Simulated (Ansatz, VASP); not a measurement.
## Two plane-wave programs on Ta

```xyz
1
Lattice="-1.6513 1.6513 1.6513 1.6513 -1.6513 1.6513 1.6513 1.6513 -1.6513" Properties=species:S:1:pos:R:3 pbc="T T T"
Ta    0.0000    0.0000    0.0000
```

Alike in both runs: task single point; functional PBEsol; k mesh 18 × 18 × 18; occupations gaussian, width 0.1 eV; no spin polarisation.

```csv
,VASP,Ansatz
version,VASP 6.6.1,Ansatz 0.2.0
potentials or method,"VASP PAW PBE potentials, release 64 (Ta_pv)","scalar-relativistic, plane waves, PAW"
plane-wave cutoff (eV),520,420
valence electrons in the cell,11,13
```

```tsv
	VASP	Ansatz	Ansatz less VASP
gap on the k mesh at the Fermi level (eV)	none	none	-
pressure (GPa)	-3.9	-4.0	-0.15
```

A gap of «none» marks a metal or a gap that the smearing closes. The two sets of potentials don't hold the same shells in valence.

Caveats: the PAW data sets were made with another functional, which shifts forces and pressure a little (VASP). The runs have no spin-orbit coupling, so splittings on Ta are missing.
